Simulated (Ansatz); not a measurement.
# InAs: the cost of one run

Computed with Ansatz 0.2.0 (DFT PBE, scalar-relativistic, plane waves, PAW, unless a step's input says otherwise).

The COD entry's cell or inner coordinates are ideal or old and differ from later refinements, so a difference from it is no clean test against experiment.

## Step 1: The system as given

It takes space group F-43m (No. 216, cubic). The conventional cell has a = 6.036 Å, b = 6.036 Å, c = 6.036 Å, α = 90.00°, β = 90.00°, γ = 90.00°. In (site symmetry -43m) has 4 As at 2.61 Å as nearest neighbours. As (site symmetry -43m) is surrounded by 4 In at 2.61 Å.

As a file:

```xyz
54
Lattice="0.0000 9.0540 9.0540 9.0540 0.0000 9.0540 9.0540 9.0540 0.0000" Properties=species:S:1:pos:R:3 pbc="T T T"
In    0.0000    0.0000    0.0000
In    3.0180    3.0180    0.0000
In    6.0360    6.0360    0.0000
In    3.0180    0.0000    3.0180
In    6.0360    3.0180    3.0180
In    9.0540    6.0360    3.0180
In    6.0360    0.0000    6.0360
In    9.0540    3.0180    6.0360
In   12.0720    6.0360    6.0360
In    0.0000    3.0180    3.0180
In    3.0180    6.0360    3.0180
In    6.0360    9.0540    3.0180
In    3.0180    3.0180    6.0360
In    6.0360    6.0360    6.0360
In    9.0540    9.0540    6.0360
In    6.0360    3.0180    9.0540
In    9.0540    6.0360    9.0540
In   12.0720    9.0540    9.0540
In    0.0000    6.0360    6.0360
In    3.0180    9.0540    6.0360
In    6.0360   12.0720    6.0360
In    3.0180    6.0360    9.0540
In    6.0360    9.0540    9.0540
In    9.0540   12.0720    9.0540
In    6.0360    6.0360   12.0720
In    9.0540    9.0540   12.0720
In   12.0720   12.0720   12.0720
As    1.5090    1.5090    1.5090
As    4.5270    4.5270    1.5090
As    7.5450    7.5450    1.5090
As    4.5270    1.5090    4.5270
As    7.5450    4.5270    4.5270
As   10.5630    7.5450    4.5270
As    7.5450    1.5090    7.5450
As   10.5630    4.5270    7.5450
As   13.5810    7.5450    7.5450
As    1.5090    4.5270    4.5270
As    4.5270    7.5450    4.5270
As    7.5450   10.5630    4.5270
As    4.5270    4.5270    7.5450
As    7.5450    7.5450    7.5450
As   10.5630   10.5630    7.5450
As    7.5450    4.5270   10.5630
As   10.5630    7.5450   10.5630
As   13.5810   10.5630   10.5630
As    1.5090    7.5450    7.5450
As    4.5270   10.5630    7.5450
As    7.5450   13.5810    7.5450
As    4.5270    7.5450   10.5630
As    7.5450   10.5630   10.5630
As   10.5630   13.5810   10.5630
As    7.5450    7.5450   13.5810
As   10.5630   10.5630   13.5810
As   13.5810   13.5810   13.5810
```

The runs take a perfect supercell of 54 atoms; the defect goes to fractional position (0.083, 0.083, 0.083).

## Step 2: The perfect supercell

File input.yaml:

```yaml
crystal:
  lattice:
    - [0.0, 9.054, 9.054]
    - [9.054, 0.0, 9.054]
    - [9.054, 9.054, 0.0]
  atoms:
    - { symbol: In, position: [0.0, 0.0, 0.0] }
    - { symbol: In, position: [0.0, 0.0, 0.333333] }
    - { symbol: In, position: [0.0, 0.0, 0.666667] }
    - { symbol: In, position: [0.0, 0.333333, 0.0] }
    - { symbol: In, position: [0.0, 0.333333, 0.333333] }
    - { symbol: In, position: [0.0, 0.333333, 0.666667] }
    - { symbol: In, position: [0.0, 0.666667, 0.0] }
    - { symbol: In, position: [0.0, 0.666667, 0.333333] }
    - { symbol: In, position: [0.0, 0.666667, 0.666667] }
    - { symbol: In, position: [0.333333, 0.0, 0.0] }
    - { symbol: In, position: [0.333333, 0.0, 0.333333] }
    - { symbol: In, position: [0.333333, 0.0, 0.666667] }
    - { symbol: In, position: [0.333333, 0.333333, 0.0] }
    - { symbol: In, position: [0.333333, 0.333333, 0.333333] }
    - { symbol: In, position: [0.333333, 0.333333, 0.666667] }
    - { symbol: In, position: [0.333333, 0.666667, 0.0] }
    - { symbol: In, position: [0.333333, 0.666667, 0.333333] }
    - { symbol: In, position: [0.333333, 0.666667, 0.666667] }
    - { symbol: In, position: [0.666667, 0.0, 0.0] }
    - { symbol: In, position: [0.666667, 0.0, 0.333333] }
    - { symbol: In, position: [0.666667, 0.0, 0.666667] }
    - { symbol: In, position: [0.666667, 0.333333, 0.0] }
    - { symbol: In, position: [0.666667, 0.333333, 0.333333] }
    - { symbol: In, position: [0.666667, 0.333333, 0.666667] }
    - { symbol: In, position: [0.666667, 0.666667, 0.0] }
    - { symbol: In, position: [0.666667, 0.666667, 0.333333] }
    - { symbol: In, position: [0.666667, 0.666667, 0.666667] }
    - { symbol: As, position: [0.083333, 0.083333, 0.083333] }
    - { symbol: As, position: [0.083333, 0.083333, 0.416667] }
    - { symbol: As, position: [0.083333, 0.083333, 0.75] }
    - { symbol: As, position: [0.083333, 0.416667, 0.083333] }
    - { symbol: As, position: [0.083333, 0.416667, 0.416667] }
    - { symbol: As, position: [0.083333, 0.416667, 0.75] }
    - { symbol: As, position: [0.083333, 0.75, 0.083333] }
    - { symbol: As, position: [0.083333, 0.75, 0.416667] }
    - { symbol: As, position: [0.083333, 0.75, 0.75] }
    - { symbol: As, position: [0.416667, 0.083333, 0.083333] }
    - { symbol: As, position: [0.416667, 0.083333, 0.416667] }
    - { symbol: As, position: [0.416667, 0.083333, 0.75] }
    - { symbol: As, position: [0.416667, 0.416667, 0.083333] }
    - { symbol: As, position: [0.416667, 0.416667, 0.416667] }
    - { symbol: As, position: [0.416667, 0.416667, 0.75] }
    - { symbol: As, position: [0.416667, 0.75, 0.083333] }
    - { symbol: As, position: [0.416667, 0.75, 0.416667] }
    - { symbol: As, position: [0.416667, 0.75, 0.75] }
    - { symbol: As, position: [0.75, 0.083333, 0.083333] }
    - { symbol: As, position: [0.75, 0.083333, 0.416667] }
    - { symbol: As, position: [0.75, 0.083333, 0.75] }
    - { symbol: As, position: [0.75, 0.416667, 0.083333] }
    - { symbol: As, position: [0.75, 0.416667, 0.416667] }
    - { symbol: As, position: [0.75, 0.416667, 0.75] }
    - { symbol: As, position: [0.75, 0.75, 0.083333] }
    - { symbol: As, position: [0.75, 0.75, 0.416667] }
    - { symbol: As, position: [0.75, 0.75, 0.75] }
basis:
  ecutwfc: 420
  fft_grid_basis: typed
kpoints:
  mp_grid: { grid: [1, 1, 1] }
hamiltonian:
  xc: pbe
  pseudopotentials: { kind: paw }
scf:
  occupations: { method: gaussian, width: 0.05 }
output:
  forces: true
  stress: false
  eigenvalues: true
  bader: false
  write_density: true
  volumetric_format: npy
```

Run with:

```
ansatz run input.yaml --threads 8 --pin off --max-ram 16384MiB --backend cpu --events-out ev --progress --plain --runs-dir out
```

**Question.** How long does this run take on 8 threads of Intel Xeon 6975P-C (Granite Rapids), shared host, and how much memory does it need?

About 3.9 s, with a peak of 2.3 GiB.
